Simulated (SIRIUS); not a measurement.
# Ge (Fd-3m) in SIRIUS: reference runs

Aim: a first look at Ge with PBEsol, on the cell as given and on a disturbed one.

All numbers are computed with SIRIUS, more than one build; they aren't measurements. Logs are shortened: lines on timing, memory, paths and dates and some standing lists are left out, and cuts for length are marked. The log counts tension as positive stress, the text compression.

**Experimental background.**

From “Temperature-dependent photoluminescence in Ge: experiment and theory”, 2020, arxiv:2003.00143, for a bulk crystal of Ge at 0 K: band gap 0.744 eV (indirect).

The results are compared with them further down.

**1. The crystal as given**

The structure is cubic, space group Fd-3m (No. 227). Conventional cell: a = 5.658 Å, b = 5.658 Å, c = 5.658 Å, α = 90.00°, β = 90.00°, γ = 90.00°. Ge (site symmetry -43m) is surrounded by 4 Ge at 2.45 Å.

**2. Single point, PBEsol (atoms moved at random, drawn with an rms of 0.05 Å)**

sirius.json

```json
{
  "control": {
    "processing_unit": "cpu",
    "verbosity": 2,
    "num_bands_to_print": 22,
    "print_forces": true,
    "print_stress": true
  },
  "parameters": {
    "electronic_structure_method": "pseudopotential",
    "xc_functionals": ["XC_GGA_X_PBE_SOL", "XC_GGA_C_PBE_SOL"],
    "gk_cutoff": 8.9,
    "pw_cutoff": 17.8,
    "ngridk": [8, 8, 8],
    "shiftk": [0, 0, 0],
    "smearing": "fermi_dirac",
    "smearing_width": 0.0018374661,
    "num_bands": 22,
    "num_mag_dims": 0,
    "num_dft_iter": 100,
    "energy_tol": 1e-08,
    "density_tol": 1e-06
  },
  "iterative_solver": {
    "type": "davidson",
    "min_tolerance": 1e-09,
    "tolerance_scale": [0.1, 0.25]
  },
  "mixer": {
    "type": "anderson",
    "beta": 0.7,
    "max_history": 8
  },
  "settings": {
    "tol_ne": 1e-10,
    "pseudo_grid_cutoff": 6.5
  },
  "unit_cell": {
    "lattice_vectors": [
      [0.0, 0.707106781187, 0.707106781187],
      [0.707106781187, 0.0, 0.707106781187],
      [0.707106781187, 0.707106781187, 0.0]
    ],
    "lattice_vectors_scale": 7.5601949712,
    "atom_coordinate_units": "lattice",
    "atom_types": ["Ge"],
    "atom_files": {
      "Ge": "Ge.json"
    },
    "atoms": {
      "Ge": [
        [0.760966, 0.733256, 0.753339],
        [0.493445, 0.489395, 0.51015]
      ]
    }
  }
}
```

Potentials or basis: PseudoDojo 0.4.1 PBEsol standard (scalar relativistic).

Started as:

```sh
upf_to_json Ge.upf
OMP_NUM_THREADS=1 sirius.scf --input=sirius.json --output=out.json --task=0
```

The program printed:

```text
[info] SIRIUS version : 7.10.0
[info] number of MPI ranks           : 1
[info] MPI grid                      : 1 1
[info] maximum number of OMP threads : 1
[fft] FFT context for density and potential
[fft] =====================================
[fft]   comm size                             : 1
[fft]   plane wave cutoff                     : 17.8
[fft]   grid size                             : 45 45 45   total : 91125
[fft]   grid limits                           : -22 22   -22 22   -22 22
[fft]   number of G-vectors within the cutoff : 14562
[fft]   local number of G-vectors             : 14562
[fft]   number of G-shells                    : 795
[fft] FFT context for coarse grid
[fft] =====================================
[fft]   comm size                             : 1
[fft]   plane wave cutoff                     : 17.8
[fft]   grid size                             : 45 45 45   total : 91125
[fft]   grid limits                           : -22 22   -22 22   -22 22
[fft]   number of G-vectors within the cutoff : 14562
[fft]   local number of G-vectors             : 14562
[fft]   number of G-shells                    : 795
[unit cell] lattice vectors
[unit cell]   a1 :       0.0000000000      5.3458651312      5.3458651312
[unit cell]   a2 :       5.3458651312      0.0000000000      5.3458651312
[unit cell]   a3 :       5.3458651312      5.3458651312      0.0000000000
[unit cell] reciprocal lattice vectors
[unit cell]   b1 :      -0.5876677725      0.5876677725      0.5876677725
[unit cell]   b2 :       0.5876677725     -0.5876677725      0.5876677725
[unit cell]   b3 :       0.5876677725      0.5876677725     -0.5876677725
[unit cell] unit cell volume :       305.55119699 [a.u.^3]
[unit cell] 1/sqrt(omega)    :         0.05720816
[unit cell] MT volume        :         0.00000000 ( 0.00%)
[unit cell] IT volume        :       305.55119699 (100.00%)
[unit cell] number of atom types : 1
[unit cell] type id : 0 symbol : Ge mt_radius :  15.590000 num_atoms : 2
[unit cell] total number of atoms : 2
[unit cell] number of symmetry classes : 1
[unit cell] number of PAW atoms : 0
[unit cell] atom id  type id  class id             position                      vector_field
[unit cell] ------------------------------------------------------------------------------------------
[unit cell]      0        0        0      0.76097   0.73326   0.75334      0.00000   0.00000   0.00000
[unit cell]      1        0        0      0.49345   0.48940   0.51015      0.00000   0.00000   0.00000
[unit cell] atom id         position (Cartesian, a.u.)
[unit cell] ---------------------------------------------
[unit cell]      0       7.947136    8.095270    7.987909
[unit cell]      1       5.343433    5.365084    5.254130
[unit cell] class id : 0 atom id : 0 1
[unit cell] minimum bond length:     4.521508
[unit cell] total number of pseudo wave-functions: 18
[sym] space group number   : 2
[sym] international symbol : P-1
[sym] Hall symbol          : -P 1
[sym] space group transformation matrix :
[sym]  -1.0000 -1.0000 -1.0000
[sym]   1.0000  0.0000  0.0000
[sym]   0.0000  0.0000  1.0000
[sym] space group origin shift :
[sym]   0.8703  0.8728  0.8683
[sym] number of space group operations  : 2
[sym] number of magnetic group operations : 2
[sym] metric tensor error: 0.0000e+00
[sym] rotation matrix error: 4.4409e-16
[sym] symmetry operations
[... list of symmetry operations ...]
[atom type] label          : Ge
[... 243 lines left out ...]
[diagonalize] average number of iterations: 3.12692
[diagonalize] Lowest band energies
[diagonalize] ik:    0   -0.568253   -0.567037   -0.566959   -0.566098   -0.566092   -0.558397   -0.558386   -0.558120   -0.557837   -0.557832   -0.124307    0.334786    0.345408    0.351120    0.352377    0.434178    0.435085    0.447843    0.575050    0.692663    0.692696    0.736176
[diagonalize] ik:    1   -0.568250   -0.567523   -0.567454   -0.565479   -0.565473   -0.558920   -0.558914   -0.558133   -0.557381   -0.557377   -0.117153    0.252064    0.336984    0.338067    0.385879    0.453180    0.454044    0.473025    0.610863    0.657010    0.657060    0.717283
[diagonalize] ik:    2   -0.568250   -0.568034   -0.567955   -0.564712   -0.564707   -0.559502   -0.559492   -0.558158   -0.556925   -0.556914   -0.096240    0.164975    0.315157    0.316146    0.374139    0.479313    0.480462    0.548662    0.636739    0.645945    0.646237    0.744698
[diagonalize] ik:    3   -0.568295   -0.568250   -0.568197   -0.564305   -0.564302   -0.559768   -0.559752   -0.558177   -0.556683   -0.556665   -0.064809    0.091666    0.300104    0.301090    0.360601    0.485636    0.487009    0.610854    0.644002    0.688904    0.689423    0.811356
[diagonalize] ik:    4   -0.568356   -0.568259   -0.568258   -0.564215   -0.564214   -0.559806   -0.559788   -0.558183   -0.556615   -0.556595   -0.042492    0.055100    0.294910    0.295902    0.355731    0.484360    0.485768    0.605518    0.718902    0.752460    0.753240    0.760208
[diagonalize] ...
[diagonalize] ik:  255   -0.569243   -0.568320   -0.565479   -0.565437   -0.562206   -0.561475   -0.559933   -0.559503   -0.556326   -0.556222    0.013815    0.023651    0.230931    0.234539    0.366426    0.374159    0.691707    0.697907    0.762495    0.774710    0.813171    0.816553
[diagonalize] ik:  256   -0.569529   -0.568266   -0.565604   -0.564367   -0.562717   -0.561058   -0.561031   -0.559220   -0.556404   -0.555985   -0.012305    0.054625    0.210946    0.241342    0.379591    0.412056    0.633691    0.645751    0.735106    0.783504    0.784815    0.851621
[diagonalize] ik:  257   -0.569740   -0.568094   -0.565551   -0.563536   -0.563087   -0.562182   -0.560393   -0.559247   -0.556611   -0.555825   -0.033356    0.077187    0.202668    0.260436    0.398614    0.500411    0.538908    0.567068    0.714090    0.766572    0.775953    0.796691
[diagonalize] ik:  258   -0.569428   -0.567836   -0.565885   -0.564301   -0.564276   -0.560318   -0.559850   -0.559381   -0.556862   -0.556211   -0.044981    0.073672    0.242180    0.285962    0.394739    0.479678    0.501096    0.603997    0.671345    0.740798    0.761357    0.777198
[diagonalize] ik:  259   -0.569038   -0.567687   -0.566489   -0.564643   -0.564529   -0.559620   -0.559484   -0.559201   -0.556987   -0.556706   -0.048557    0.068488    0.287983    0.300338    0.348890    0.472827    0.490133    0.601759    0.732149    0.747512    0.753542    0.762268
[find] Charges and magnetic moments
[find] --------------------------------------------------------------------------------
[find] total charge          : 28.000000
[find] Energy
[find] --------------------------------------------------------------------------------
[find] valence_eval_sum               :     -10.14524922
[find] <rho|V^{XC}>                   :     -28.98310091
[find] <rho|E^{XC}>                   :     -43.19253258
[find] <mag|B^{XC}>                   :       0.00000000
[find] <rho|V^{H}>                    :     110.62834773
[find] one-electron contribution      :     -91.79049604 (Ha),    -183.58099208 (Ry)
[find] hartree contribution           :      55.31417387
[find] xc contribution                :     -43.19253258
[find] ewald contribution             :     -98.73343842
[find] PAW contribution               :       0.00000000
[find] smearing (-TS)                 :      -0.00003383
[find] SCF correction                 :       0.00000090
[find] Total energy                   :    -178.40229227 (Ha),    -356.80458453 (Ry)
[find] Free energy (E-TS)             :    -178.40232609 (Ha),    -356.80465219 (Ry)
[find] band gap (eV)                  :       0.00000000
[find] Efermi                         :       0.34721976
[find] iteration : 10, RMS : 4.336195195869e-08, energy difference : -1.192290710605e-10
[find] Hartree energy of density residual : 1.355269269528e-13
[find] bands are converged : true
[find] iterative solver converged : true
[find] converged after 11 SCF iterations!
[find] Charges and magnetic moments
[find] --------------------------------------------------------------------------------
[find] total charge          : 28.000000
[find] Energy
[find] --------------------------------------------------------------------------------
[find] valence_eval_sum               :     -10.14524922
[find] <rho|V^{XC}>                   :     -28.98310091
[find] <rho|E^{XC}>                   :     -43.19253258
[find] <mag|B^{XC}>                   :       0.00000000
[find] <rho|V^{H}>                    :     110.62834773
[find] one-electron contribution      :     -91.79049604 (Ha),    -183.58099208 (Ry)
[find] hartree contribution           :      55.31417387
[find] xc contribution                :     -43.19253258
[find] ewald contribution             :     -98.73343842
[find] PAW contribution               :       0.00000000
[find] smearing (-TS)                 :      -0.00003383
[find] SCF correction                 :       0.00000090
[find] Total energy                   :    -178.40229227 (Ha),    -356.80458453 (Ry)
[find] Free energy (E-TS)             :    -178.40232609 (Ha),    -356.80465219 (Ry)
[find] band gap (eV)                  :       0.00000000
[find] Efermi                         :       0.34721976
[ground_state] === stress tensor components [kbar] ===
[ground_state] === stress_kin ===
[ground_state] -86001.499416  -14.991746  -14.130559
[ground_state]   -14.991746-86001.346372   17.005119
[ground_state]   -14.130559   17.005119-86001.388837
[ground_state] === stress_har ===
[ground_state] -17749.782361  606.052693  571.105791
[ground_state]   606.052693-17756.610446 -687.791847
[ground_state]   571.105791 -687.791847-17754.696778
[ground_state] === stress_ewald ===
[ground_state] 31696.562943 1023.893828  965.166198
[ground_state]  1023.89382831684.399627-1161.306967
[ground_state]   965.166198-1161.30696731687.808070
[ground_state] === stress_vloc ===
[ground_state] -4736.587467-1613.057303-1520.322614
[ground_state] -1613.057303-4717.766959 1830.009564
[ground_state] -1520.322614 1830.009564-4723.041659
[ground_state] === stress_xc ===
[ground_state] -13428.290458    0.503725    0.476252
[ground_state]     0.503725-13428.299242   -0.568355
[ground_state]     0.476252   -0.568355-13428.296769
[ground_state] === stress_core ===
[ground_state] 23156.436358    0.231292    0.218133
[ground_state]     0.23129223156.431818   -0.262127
[ground_state]     0.218133   -0.26212723156.433104
[ground_state] === stress_nonloc ===
[ground_state] 67055.341736    8.202658    7.757448
[ground_state]     8.20265867055.173260   -9.250606
[ground_state]     7.757448   -9.25060667055.220842
[ground_state] === stress_us_nl ===
[ground_state] 67055.341736    8.202658    7.757448
[ground_state]     8.20265867055.173260   -9.250606
[ground_state]     7.757448   -9.25060667055.220842
[ground_state] === stress_total ===
[ground_state]    -7.818665   10.835146   10.270649
[ground_state]    10.835146   -8.018314  -12.165219
[ground_state]    10.270649  -12.165219   -7.962027
[ground_state] ==== total Forces in Ha/bohr =====
[ground_state] atom:    0, force:       0.0084006     -0.0071648     -0.0075310
[ground_state] atom:    1, force:      -0.0084006      0.0071648      0.0075310
[ground_state] ==== ultrasoft contribution from Qij =====
[ground_state] atom:    0, force:       0.0000000      0.0000000      0.0000000
[ground_state] atom:    1, force:       0.0000000      0.0000000      0.0000000
[ground_state] ==== non-local contribution from Beta-projector =====
[ground_state] atom:    0, force:      -0.0032183      0.0027159      0.0028640
[ground_state] atom:    1, force:       0.0032183     -0.0027159     -0.0028640
[ground_state] ==== contribution from local potential =====
[ground_state] atom:    0, force:      -0.1902234      0.1632962      0.1712499
[ground_state] atom:    1, force:       0.1902234     -0.1632962     -0.1712499
[ground_state] ==== contribution from core density =====
[ground_state] atom:    0, force:      -0.0004478      0.0003773      0.0003982
[ground_state] atom:    1, force:       0.0004478     -0.0003773     -0.0003982
[ground_state] ==== Ewald forces from ions =====
[ground_state] atom:    0, force:       0.2022892     -0.1735546     -0.1820441
[ground_state] atom:    1, force:      -0.2022892      0.1735546      0.1820441
[~DFT_ground_state] local op. applied: 144957
[~DFT_ground_state] evp. work count: 26266.3
[~DFT_ground_state] number of iterative solver steps: 9768
```

Wall time 6.4 min (1 thread of Arm Neoverse V2, shared host); peak memory 1.6 GiB.

Results:

```yaml
Free_energy: -4854.5746 eV
Pressure: 0.8 GPa
Largest_force: 0.687 eV/Å
Band_gap_on_the_k_mesh: none (metal or under the smearing width)
```

Forces in eV/Å, atoms in the order of the input:
```
Ge   0.432 -0.368 -0.387
Ge  -0.432  0.368  0.387
```

**3. Single point, PBEsol**

sirius.json, as its differences from that of step 2:

```diff
@@ -25,4 +25,3 @@
     "type": "davidson",
-    "min_tolerance": 1e-09,
-    "tolerance_scale": [0.1, 0.25]
+    "min_tolerance": 1e-10
   },
@@ -39,7 +38,6 @@
     "lattice_vectors": [
-      [0.0, 0.707106781187, 0.707106781187],
-      [0.707106781187, 0.0, 0.707106781187],
-      [0.707106781187, 0.707106781187, 0.0]
+      [0.0, 5.345865131215, 5.345865131215],
+      [5.345865131215, 0.0, 5.345865131215],
+      [5.345865131215, 5.345865131215, 0.0]
     ],
-    "lattice_vectors_scale": 7.5601949712,
     "atom_coordinate_units": "lattice",
@@ -51,4 +49,4 @@
       "Ge": [
-        [0.760966, 0.733256, 0.753339],
-        [0.493445, 0.489395, 0.51015]
+        [0.75, 0.75, 0.75],
+        [0.5, 0.5, 0.5]
       ]
```

Potentials or basis: PseudoDojo 0.4.1 PBEsol standard (scalar relativistic).

Started as:

```sh
upf_to_json Ge.upf
OMP_NUM_THREADS=1 sirius.scf --input=sirius.json --output=out.json --task=0
```

It took 53 s on 1 thread of Intel Xeon Platinum 8259CL at 2.50GHz (Skylake/Cascade Lake), shared host; peak memory 0.28 GiB.

Results (log left out):

- Free energy: -4854.5936 eV
- Pressure: 0.7 GPa
- Band gap on the k mesh: 0.00 eV

**4. Single point, PBEsol (atoms moved at random, drawn with an rms of 0.05 Å)**

sirius.json, as its differences from that of step 3:

```diff
@@ -38,6 +38,7 @@
     "lattice_vectors": [
-      [0.0, 5.345865131215, 5.345865131215],
-      [5.345865131215, 0.0, 5.345865131215],
-      [5.345865131215, 5.345865131215, 0.0]
+      [0.0, 0.707106781187, 0.707106781187],
+      [0.707106781187, 0.0, 0.707106781187],
+      [0.707106781187, 0.707106781187, 0.0]
     ],
+    "lattice_vectors_scale": 7.5601949712,
     "atom_coordinate_units": "lattice",
@@ -49,4 +50,4 @@
       "Ge": [
-        [0.75, 0.75, 0.75],
-        [0.5, 0.5, 0.5]
+        [0.760966, 0.733256, 0.753339],
+        [0.493445, 0.489395, 0.51015]
       ]
```

Started as:

```sh
upf_to_json Ge.upf
OMP_NUM_THREADS=1 sirius.scf --input=sirius.json --output=out.json --task=0
```

Wall time 3.7 min (1 thread of Intel Xeon 6975P-C (Granite Rapids), shared host); peak memory 1.6 GiB.

It converged, with:

```yaml
Free_energy: -4854.5746 eV
Pressure: 0.8 GPa
Largest_force: 0.687 eV/Å
Band_gap_on_the_k_mesh: none (metal or under the smearing width)
```

Forces on the atoms (eV/Å):
```
Ge   0.432 -0.368 -0.387
Ge  -0.432  0.368  0.387
```

Stress tensor (GPa, compression positive):
```
 0.78 -1.08 -1.03
-1.08  0.80  1.22
-1.03  1.22  0.80
```

**5. Against experiment**

Step 3. A measured gap of Ge is 0.744 eV (indirect; 0 K; “Temperature-dependent photoluminescence in Ge: experiment and theory”, 2020, arxiv:2003.00143); the calculated 0.00 eV misses it by -0.74 eV. 3 values of this kind are on record (0.666 to 0.807 eV); this one was drawn at random among those near their median. Spin-orbit coupling on Ge is left out. The value is that of PBEsol on a finite k mesh, which can miss the band edges, without temperature or zero-point motion. Semilocal functionals fall short of measured gaps as a rule.
